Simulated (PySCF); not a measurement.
Atom-mapped SMILES (the numbers label the heavy atoms): `[CH:1]#[C:2][c:3]1[cH:4][cH:5][cH:6][cH:7][cH:8]1`; H(Xn) means a hydrogen on atom n.

Theory: PBE0/pcSseg-1 with gauge-including orbitals, GFN2-xTB structure, in PySCF 2.14.0 with density-fitted response routines (fast rotation and ring inversion assumed for equivalent nuclei, isolated molecule, non-relativistic Hamiltonian, a single conformation).

δ = σ(ref) − σ, references computed at the same level: ¹³C (186.93 ppm) vs TMS.

Do the ¹³C shifts follow the atomic charges (in e)? Tabulate both.

## Answers


```tsv
atoms	hybridisation	δ (ppm)	σ para (ppm)	Hirshfeld	IAO	Mulliken	ESP-fitted
C4/C8	sp2	139.6	-201	-0.04	-0.14	+0.02	-0.26
C6	sp2	134.0	-200	-0.04	-0.15	-0.07	-0.15
C5/C7	sp2	133.8	-200	-0.05	-0.15	-0.08	-0.13
C3	sp2	126.9	-199	+0.01	-0.02	-0.38	+0.36
C2	sp	89.2	-148	-0.04	-0.02	+0.47	-0.18
C1	sp	87.4	-160	-0.11	-0.24	-0.37	-0.33
```

Correlation coefficients of δ with charge over these carbons: Hirshfeld +0.58, IAO +0.04, Mulliken -0.20, ESP-fitted +0.30; with the paramagnetic shielding -0.97. Among the 4 sp2 carbons alone: Hirshfeld -0.79, IAO -0.81, Mulliken +0.96, ESP-fitted -0.94. With so few points, grouped by hybridisation, these coefficients are fragile. Charge is one influence among several: hybridisation and low-lying excitations act through the paramagnetic term.

Shifts are as computed. Against solution values, carbons near 30 ppm lie about +3 ppm off and those near 130 ppm about +5 ppm. Of 1211 compounds with measured shifts, 218 miss one by over three times the rms of a fit or turn the order of signals round; such compounds aren't used in these exercises.
